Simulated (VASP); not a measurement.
A run of VASP 6.6.1:

The input INCAR:

```
SYSTEM = SnSe
PREC = Accurate ; ENCUT = 520
EDIFF = 1E-6 ; ISMEAR = -1
SIGMA = 0.02 ; LREAL = .FALSE.
LASPH = .TRUE. ; NELM = 80
ALGO = Fast ; ISIF = 2
LWAVE = .FALSE. ; LCHARG = .FALSE.
GGA = PE ; NBANDS = 17
```

File KPOINTS:

```
regular mesh
0
G
  8 8 8
  0 0 0
```

The input POSCAR:

```
SnSe
1.0
    0.0000000000      2.8312929131      2.8312929131
    2.8312929131      0.0000000000      2.8312929131
    2.8312929131      2.8312929131      0.0000000000
Sn Se
1 1
Direct
    0.0000000000      0.0000000000      0.0000000000
    0.5000000000      0.5000000000      0.5000000000
```

Potentials or basis: VASP PAW PBE potentials, release 64 (Sn_d, Se).

The run is started by

```sh
$ cat potpaw_PBE.64/Sn_d/POTCAR potpaw_PBE.64/Se/POTCAR > POTCAR
$ mpirun -np 1 vasp_std > vasp.out
```

Hardware: 1 thread of AMD EPYC 9R45 96-Core Processor (Zen 5), with other jobs on the host.

Problem. Estimate the wall time of this run.

Solution. It took 13 s on 1 thread of AMD EPYC 9R45 96-Core Processor (Zen 5), with other jobs on the host, peak memory 0.14 GiB. Counts: scf iterations 13, k points 29.
